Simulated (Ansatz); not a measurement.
Ga in Ansatz: the effect of functional

Ga:

```
CELL_PARAMETERS angstrom
2.27648 -3.85587 0.00000
2.27648 3.85587 0.00000
0.00000 0.00000 4.55396
ATOMIC_POSITIONS crystal
Ga 0.34510 0.65490 0.41900
Ga 0.15490 0.84510 0.91900
Ga 0.65490 0.34510 0.58100
Ga 0.84510 0.15490 0.08100
```

The cell isn't the ideal one: volume scaled by 1.02.

Alike in all runs:

- Program: Ansatz 0.2.0
- Task: single point
- Potentials or basis: Ansatz PAW
- k mesh: 7 × 7 × 6
- Occupations: fermi-dirac, width 0.05 eV
- Spin: no spin polarisation

Q: One run gave: pressure -4.5 GPa; largest force 0.14 eV/Å. Which functional did it use?
A. LDA
B. r2SCAN
C. PBE

A: A.

| functional | cutoff | pressure (GPa) | largest force (eV/Å) |
| --- | --- | --- | --- |
| LDA | 420 eV (not typed: the program's choice for these potentials) | -4.5 | 0.14 |
| r2SCAN | 500 eV (not typed: the program's choice for these potentials) | -2.3 | 0.14 |
| PBE | 420 eV (not typed: the program's choice for these potentials) | 0.8 | 0.10 |

Caveats: the PAW data sets come from PBE, with cores solved anew for the run's functional, which leaves a small shift of forces and pressure (some runs).
